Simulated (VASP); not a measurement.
# LiCl: density of states with PBE

The system is LiCl.

```xyz
2
Lattice="3.4326 0.0000 0.0000 0.0000 3.4326 0.0000 0.0000 0.0000 5.2864" Properties=species:S:1:pos:R:3 pbc="T T T"
Li    0.0000    0.0000    0.0000
Cl    1.7163    1.7163    0.0000
```

The cell was built by a generator and needn't be a form met in nature.

* Program: VASP 6.6.1
* Task: density of states
* Functional: PBE
* Potentials or basis: VASP PAW PBE potentials, release 64 (Li_sv, Cl)
* Cutoff: 520 eV
* k mesh: 8 × 8 × 4
* Occupations: gaussian, width 0.02 eV
* Spin: no spin polarisation
* Dipole correction: no
* k mesh for the DOS: 12 × 12 × 6
* Occupations for the DOS: tetrahedron
* Further INCAR settings: ALGO = Normal; EDIFF = 1e-07

```
Valence electrons inside the program's atomic spheres : Li 2.05; Cl 5.18
```

Levels at points of the mesh, in eV from the valence-band top:
```
           k point  band 2  band 3  band 4  band 5  band 6  band 7  band 8  band 9
(0.00, 0.00, 0.00)  -13.06   -1.22   -0.44   -0.44    4.84    9.38    9.55    9.71
(0.50, 0.00, 0.00)  -12.78   -2.48   -0.66    0.00    7.49    7.52    8.46    9.50
(0.50, 0.50, 0.00)  -12.40   -2.42   -2.42   -0.27    7.70   10.57   10.57   10.60
(0.00, 0.00, 0.50)  -13.06   -1.44   -0.44   -0.44    6.53    7.08    9.80   11.86
(0.50, 0.00, 0.50)  -12.78   -2.45   -0.78    0.00    6.15    8.28    9.89   10.30
(0.50, 0.50, 0.50)  -12.40   -2.41   -2.41   -0.35    8.15    9.27    9.27    9.30
```

States per cell in windows of 1 eV (zero at the valence-band top; states under -8 eV left out):
```tsv
from (eV)	total	Cl2_p	Li1_p	Li1_s	Cl2_s	Li1_d	Cl2_d
-8.0	0.00	0.00	0.00	0.00	0.00	0.00	0.00
-7.0	0.00	0.00	0.00	0.00	0.00	0.00	0.00
-6.0	0.00	0.00	0.00	0.00	0.00	0.00	0.00
-5.0	0.00	0.00	0.00	0.00	0.00	0.00	0.00
-4.0	0.00	0.00	0.00	0.00	0.00	0.00	0.00
-3.0	1.30	0.70	0.01	0.01	0.00	0.00	0.00
-2.0	1.66	0.95	0.01	0.01	0.01	0.00	0.00
-1.0	3.13	2.00	0.01	0.00	0.00	0.00	0.00
0.0	0.00	0.00	0.00	0.00	0.00	0.00	0.00
1.0	0.00	0.00	0.00	0.00	0.00	0.00	0.00
2.0	0.00	0.00	0.00	0.00	0.00	0.00	0.00
3.0	0.00	0.00	0.00	0.00	0.00	0.00	0.00
4.0	0.00	0.00	0.00	0.00	0.00	0.00	0.00
5.0	0.22	0.01	0.00	0.00	0.01	0.00	0.00
6.0	1.11	0.07	0.04	0.01	0.02	0.00	0.00
7.0	0.89	0.03	0.04	0.03	0.02	0.00	0.00
```

Run time: 28 s on 1 thread of Intel(R) Xeon(R) Platinum 8559C (Emerald Rapids), on a shared host, peak memory 0.19 GiB.
